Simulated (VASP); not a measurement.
Here is a VASP 6.6.1 calculation.

The input INCAR:

```
SYSTEM = BAs
PREC = Accurate
ENCUT = 600
EDIFF = 1E-7
ISMEAR = 0
SIGMA = 0.02
LREAL = .FALSE.
LASPH = .TRUE.
NELM = 100
ALGO = Normal
ISIF = 3
LWAVE = .FALSE.
LCHARG = .FALSE.
GGA = PE
IBRION = 2
NSW = 100
EDIFFG = -0.002
```

File KPOINTS:

```
Automatic mesh
0
G
  10 10 10
  0 0 0
```

File POSCAR:

```
BAs
1.0
    0.0000000000      2.3885000000      2.3885000000
    2.3885000000      0.0000000000      2.3885000000
    2.3885000000      2.3885000000      0.0000000000
B As
1 1
Direct
    0.0000000000      0.0000000000      0.0000000000
    0.2500000000      0.2500000000      0.2500000000
```

Potentials or basis: VASP PAW PBE potentials, release 64 (B, As).

Run with:

```bash
$ cat potpaw_PBE.64/B/POTCAR potpaw_PBE.64/As/POTCAR > POTCAR
$ mpirun -np 1 vasp_std > vasp.out
```

Q: Estimate the relaxed cell.

A: a = 3.406 Å, b = 3.406 Å, c = 3.406 Å, α = 60.00°, β = 60.00°, γ = 60.00°.

Q: What does it give for the band gap on the k mesh?

A: 1.20 eV, indirect (least direct gap 3.25 eV).

Q: What does it give for the space group after relaxing (to 0.05 Å)?

A: F-43m (No. 216).

Q: Predict the relaxed volume.

A: 13.97 Å³/atom.

Final structure:
```
CELL_PARAMETERS angstrom
0.00000 2.40816 2.40816
2.40816 0.00000 2.40816
2.40816 2.40816 0.00000
ATOMIC_POSITIONS crystal
B 0.00000 0.00000 0.00000
As 0.25000 0.25000 0.25000
```

A k mesh can miss the band edges. PBE usually gives volumes a little too large and moduli too small.
